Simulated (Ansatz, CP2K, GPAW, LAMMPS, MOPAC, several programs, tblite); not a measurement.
## RbBr (Pm-3m) from semi-empirical methods to plane-wave DFT

RbBr (Pm-3m) from a database structure, relaxed with r2SCAN in Ansatz, was computed with several methods. It is cubic, Pm-3m (No. 221); a = 4.124 Å in the conventional setting, 35.08 Å³ an atom. Around Rb lie 8 Br at 3.57 Å; around Br lie 8 Rb at 3.57 Å. The values are computed, spin-unpolarised, and not measurements.

```
CELL_PARAMETERS angstrom
4.12425 0.00000 0.00000
0.00000 4.12425 0.00000
0.00000 0.00000 4.12425
ATOMIC_POSITIONS crystal
Rb 0.00000 0.00000 0.00000
Br 0.50000 0.50000 0.50000
```

Gaps and times are for a single point on this cell; volume and bulk modulus come from each method's own relaxation or energy curve at fixed shape. Times are rough, from shared hosts (Arm Neoverse V2), and each method has its own mesh and cell size. A dagger marks a closed or tiny gap in a crystal that DFT finds insulating: a failure of the method or a wrong SCF state. GFN1-xTB (tblite): levels, charges or heat of formation failed a check of plausibility, so no values are given. The energy curve of PM7 (MOPAC) is jagged, so its SCF state, and with it the gap, is in doubt. PM6 (MOPAC), PM7 (MOPAC), GFN1-xTB (tblite), GFN2-xTB (tblite) treat a cluster of cells at its zone centre, which samples few k points: where these miss a band edge, the gap comes out too large for that reason alone. Gaps from k meshes are read at a limited set of points (mesh, symmetry points, PBE's band edges), so each method's own least gap may be somewhat smaller. Force fields have no electrons; where one was fitted to this phase, its volume and modulus reflect the fit. xTB and the PM methods were fitted mostly to molecules, and can miss a solid's gap by electronvolts. Minimal bases can be far off for gaps. GLLB-SC's gap includes the derivative discontinuity. d marks a direct gap, i an indirect one (no mark: not told apart), a dash a value that wasn't computed or didn't pass its checks.

```
                          method              kind  gap (eV)  own volume (Å³/atom)  bulk modulus (GPa)  atoms computed  processor time
             ffield.eim (LAMMPS)       force field         –                     –                   –               2          0.12 s
light PBE (260 eV, its own mesh)  light plane-wave    4.02 i                     –                   –               2          0.45 s
                     PM6 (MOPAC)    semi-empirical      9.04                     –                   –              16          0.68 s
                     PM7 (MOPAC)    semi-empirical     0.13†                     –                   –              16          0.74 s
               GFN1-xTB (tblite)     tight binding         –                     –                   –              16          0.84 s
               GFN2-xTB (tblite)     tight binding     10.09                     –                   –              16           1.1 s
                             PBE         semilocal    4.09 i                 36.86                  14               2           1.3 s
                          r2SCAN         semilocal    4.83 i                 35.08                  17               2           3.3 s
                  PBE/SZV (CP2K)       small basis    3.23 i                     –                   –               2           4.3 s
                  GLLB-SC (GPAW)   model potential      7.82                     –                   –               2           4.3 s
                 PBE/DZVP (CP2K)       small basis    4.04 i                 37.32                  14               2           9.4 s
          PBE/single zeta (GPAW)       small basis    3.64 i                     –                   –               2            13 s
```

Against r2SCAN (4.83 eV) and with closed or daggered gaps left aside, the nearest gap at the points sampled is that of PBE (-0.75 eV) and the farthest that of GFN2-xTB (tblite) (+5.25 eV). r2SCAN is only a yardstick of convenience: semilocal gaps usually lie below measured ones, which GLLB-SC and hybrids aim to mend.

Volumes against r2SCAN's: PBE +5.1 %, PBE/DZVP (CP2K) +6.4 %.

The runs are scalar-relativistic, without spin-orbit coupling.
